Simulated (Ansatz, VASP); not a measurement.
Fe in VASP and in Ansatz

```
CELL_PARAMETERS angstrom
2.39961 -1.58596 0.00000
2.39961 1.58596 0.00000
0.00000 0.00000 6.46953
ATOMIC_POSITIONS crystal
Fe 0.85000 0.15000 0.11700
Fe 0.65000 0.35000 0.61700
Fe 0.15000 0.85000 0.88300
Fe 0.35000 0.65000 0.38300
```

Alike in both runs: task single point; functional r2SCAN; k mesh 6 × 6 × 4; occupations gaussian, width 0.1 eV; collinear spin.

|  | VASP | Ansatz |
| --- | --- | --- |
| version | VASP 6.6.1 | Ansatz 0.2.0 |
| potentials or method | VASP PAW PBE potentials, release 64 (Fe) | scalar-relativistic, plane waves, PAW |
| plane-wave cutoff (eV) | 520 | 500 |
| valence electrons in the cell | 32 | 64 |

|  | VASP | Ansatz | Ansatz less VASP |
| --- | --- | --- | --- |
| gap on the k mesh at the Fermi level (eV) | none | none | - |
| pressure (GPa) | 24.7 | 27.8 | +3.11 |
| largest component of the traceless stress (GPa) | 52.00 | 56.03 | +4.036 |
| rms of the force components (eV/Å) | 4.065 | 4.542 | +0.4767 |
| net moment per atom (μB) | 2.64 | 2.61 | -0.028 |
| size of the moment on the site where the two differ most (μB) | 2.63 | 2.37 | -0.267 |

Site moments also hang on the region over which each program counts them. Atom by atom the forces differ by 0.479 eV/Å (rms over components). A gap of «none» marks a metal or a gap that the smearing closes. With one functional, cell and mesh, what is left measures potentials, basis and numerics. The two sets of potentials don't hold the same shells in valence. Ansatz warned: «stability_check_not_made».

Caveats: the k mesh is coarse (spacing up to 0.40 Å⁻¹), so the values aren't converged; so large a pressure means that the cell lies far from this level's equilibrium, or that cutoff or potentials fall short (VASP); the potentials were made for another functional, which shifts forces and pressure (VASP).
